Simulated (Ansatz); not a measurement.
```cif
data_structure
_symmetry_space_group_name_H-M 'P 1'
_symmetry_Int_Tables_number 1
_cell_length_a 2.9751
_cell_length_b 2.9751
_cell_length_c 2.9751
_cell_angle_alpha 60.000
_cell_angle_beta 60.000
_cell_angle_gamma 60.000
_cell_volume 18.62
loop_
_atom_site_label
_atom_site_type_symbol
_atom_site_fract_x
_atom_site_fract_y
_atom_site_fract_z
_atom_site_occupancy
Si1 Si 0.00000 0.00000 0.00000 1
C1 C 0.25000 0.25000 0.25000 1
```

```
orbitals        : PBE
datasets        : all-electron datasets in plane waves (scalar-relativistic, Gaussian nuclei)
k mesh          : 4×4×4
empty bands     : 120
response cutoff : 200 eV
wave cutoff     : 2970 eV
frequencies     : plasmon pole, fitted at 0 and 24.34i eV
q → 0 term      : analytic weight of Carrier, Rohra and Görling
band sums       : cut at the band count
```

Program: Ansatz. The Kohn-Sham gap (from Γ to k = (0, -0.5, -0.5)) is 1.21 eV.

Problem. Estimate the linearised G0W0 gap between these edges.

Solution. 2.03 eV, a change of +0.83 eV. The valence edge moves by -0.61 eV (Z = 0.80) and the conduction edge by +0.21 eV (Z = 0.83).

The cell is a model at fixed atoms and needn't be the relaxed known crystal. Points k are given in fractions of the reciprocal vectors. The mesh is coarse, so these are values at the stated settings, not converged ones. Band sums or response are cut, so the gap isn't at its basis limit. The gap is read on the mesh, and the crystal's band edges can lie off it.
